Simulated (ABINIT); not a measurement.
Write the native input for ABINIT 10.8.3 (patched build) that does the following.

| Item | Value |
| --- | --- |
| Task | single point |
| Functional | PBEsol |
| Potentials or basis | PseudoDojo NC SR PBEsol v0.4.1 standard |
| Cutoff | 1116 eV |
| k mesh | 10 × 10 × 10 |
| Occupations | fermi-dirac, width 0.05 eV |
| Spin | no spin polarisation |

WC:

```
W C
1.0
     0.00000    2.19268    2.19268
     2.19268    0.00000    2.19268
     2.19268    2.19268    0.00000
W C
1 1
Cartesian
  -0.0044 -0.0321 -0.0488
  2.1767 2.2019 2.2440
```

The cell comes from a database or a generator and needn't be the stable form of this composition.

The cell isn't the ideal one: atoms moved at random, drawn with an rms of 0.05 Å.

The input as run:

run.abi

```
# Pseudopotentials
pp_dirpath "./"
pseudos "W.upf, C.upf"

# Structure
acell 5.8598960554 5.8598960554 5.8598960554
rprim
     0.0000000000     0.7071067812     0.7071067812
     0.7071067812     0.0000000000     0.7071067812
     0.7071067812     0.7071067812     0.0000000000
ntypat 2
znucl 74 6
natom 2
typat 1 2
xcart
    -0.0083700159    -0.0605790261    -0.0921364723
     4.1134028884     4.1610622563     4.2404903925
chkprim 0
chksymtnons 0
tolsym 1.0e-6

# Plane-wave basis
ecut 41.0

# k points
kptopt 1
ngkpt 10 10 10
nshiftk 1
shiftk 0.0 0.0 0.0

# Exchange and correlation
ixc -116133

# Bands and occupations
nband 13
occopt 3
tsmear 0.00183747

# SCF cycle
nstep 100
tolvrs 1.0e-10

# Output
iomode 3
prtwf 0
prtden 0
prteig 0
prtebands 0
enunit 1
```

Potentials or basis: PseudoDojo NC SR PBEsol v0.4.1 standard.

Run with:

```console
$ abinit run.abi > log 2>&1
```

It gave:

| Quantity | Value |
| --- | --- |
| Pressure | -7.9 GPa |
| Largest force | 0.713 eV/Å |
| Band gap on the k mesh | none (metal or under the smearing width) |
| Valence electrons inside the program's atomic spheres | W 10.18; C 4.11 |

Caveat: the highest band is partly filled, so the run has too few bands.

Wall time 11 min on 1 thread of Arm Neoverse N1, with other jobs on the host, peak memory 0.24 GiB.
